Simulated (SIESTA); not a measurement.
Crystal: CdSe.

```
Cd Se
1.0
     0.00000    3.07027    3.07027
     3.07027    0.00000    3.07027
     3.07027    3.07027    0.00000
Cd Se
1 1
Direct
  0.00000 0.00000 0.00000
  0.25000 0.25000 0.25000
```

Measurements of this composition are mostly on another form, of space group No. 186.

Base run:

```yaml
Program: SIESTA 5.4.2
Functional: LDA
Potentials_or_basis: PseudoDojo 0.4 standard (LDA files)
Basis: DZP (energy shift 0.003 Ry; two zetas on semicore shells)
Grid_cutoff: 800 Ry
Energy_shift: 0.003 Ry
k_mesh: 8 × 8 × 8
Occupations: fermi-dirac, width 0.05 eV
Spin: no spin polarisation
```

Its results: band gap on the k mesh 0.52 eV, direct; pressure -3.1 GPa.

The run is repeated on the same cell with these changes: functional from LDA to PBEsol; potentials or basis from PseudoDojo 0.4 standard (LDA files) to PseudoDojo 0.4 standard (PBEsol files). What comes out?

Band gap on the k mesh 0.67 eV, direct; pressure -1.2 GPa.

Caveats: the basis of atomic orbitals isn't converged, which shifts pressures, moduli and gaps.
